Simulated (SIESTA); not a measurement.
ZnSe (Stilleite):

```xyz
2
Lattice="0.0000 2.8338 2.8338 2.8338 0.0000 2.8338 2.8338 2.8338 0.0000" Properties=species:S:1:pos:R:3 pbc="T T T"
Se    4.2507    4.2507    4.2507
Zn    0.0000    0.0000    0.0000
```

Program: SIESTA 5.4.2. Alike in all runs: cell as given; smearing fermi-dirac 0.05 eV; grid cutoff 800 Ry.

Problem. Order these runs on this cell by their band gap on the k mesh, lowest first.
A. level AM05; potentials or basis PseudoDojo 0.4 standard (PBEsol files), DZP (energy shift 0.003 Ry; two zetas on semicore shells); spin off; k mesh 8 × 8 × 8; energy shift 0.003 Ry
B. level vdW-DF-cx; potentials or basis PseudoDojo 0.4 standard (PBE files), TZTP (energy shift 0.02 Ry); spin off; k mesh 8 × 8 × 8; broadening (eV) 0.2 eV; window from (eV) -10 eV; window to (eV) 10 eV; energy points 301; k mesh for the DOS 12 × 12 × 12; energy shift 0.02 Ry
C. level PW91; potentials or basis PseudoDojo 0.4 standard (PBE files, fully relativistic), DZDP (energy shift 0.01 Ry); spin non-collinear, ferromagnetic start, SOC; k mesh 6 × 6 × 6; broadening (eV) 0.1 eV; window from (eV) -15 eV; window to (eV) 10 eV; energy points 201; k mesh for the DOS 9 × 9 × 9; energy shift 0.01 Ry

Solution. C (1.37 eV), A (1.54 eV), B (1.85 eV).

Caveats: the valence orbitals were made in a potential fitted to the semicore shell under them, which widens gaps by tenths of an eV or more; the basis of atomic orbitals isn't converged, which shifts pressures, moduli and gaps.

A k mesh can miss the band edges.

Not every run made on this cell is shown here.
